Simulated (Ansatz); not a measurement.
The calculation used DFT PBE, scalar-relativistic, plane waves, PAW in Ansatz 0.2.0. All cells share a 420 eV cutoff and Γ-centred k meshes spaced at most about 0.3 Å⁻¹ (2π included). No spin polarisation in the final relaxations.

All energies are static (0 K, no zero-point motion).

Two forms of KBr were relaxed alike.

A.

```
K Br
1.0
     7.92388    0.00000    0.00000
    -3.96194    6.86228    0.00000
     0.00000    0.00000    6.03943
K Br
1 1
Direct
  0.00000 0.00000 0.50000
  0.00000 0.00000 0.00000
```

B.

```
K Br
1.0
     4.03875    0.00000    0.00000
     0.00000    4.03875    0.00000
     0.00000    0.00000    4.03875
K Br
1 1
Direct
  0.50000 0.50000 0.50000
  0.00000 0.00000 0.00000
```

Question: Which is lower in energy, and by how much?

Answer: B is lower, by 0.35 eV/atom. A has space group P6/mmm (No. 191), 164.2 Å³/atom and a gap of 3.83 eV on its mesh; B has the caesium chloride type, space group Pm-3m (No. 221), 32.9 Å³/atom and a gap of 3.87 eV. Counting Br atoms around K (those within 1.25 times the shortest such distance or 1.15 times the sum of covalent radii), A has K 2 and B has K 8. Both come from invented guesses. The part of the Crystallography Open Database at hand lists KBr in space group No. 225, which no cell shown has.

No dispersion correction is applied, so the spacing and binding between layers, chains or molecules are poorly described (P6/mmm), and this can change margins and order among such cells. Kohn–Sham gaps at this level usually fall short of measured ones. Cells relaxed within their symmetry can be saddle points.
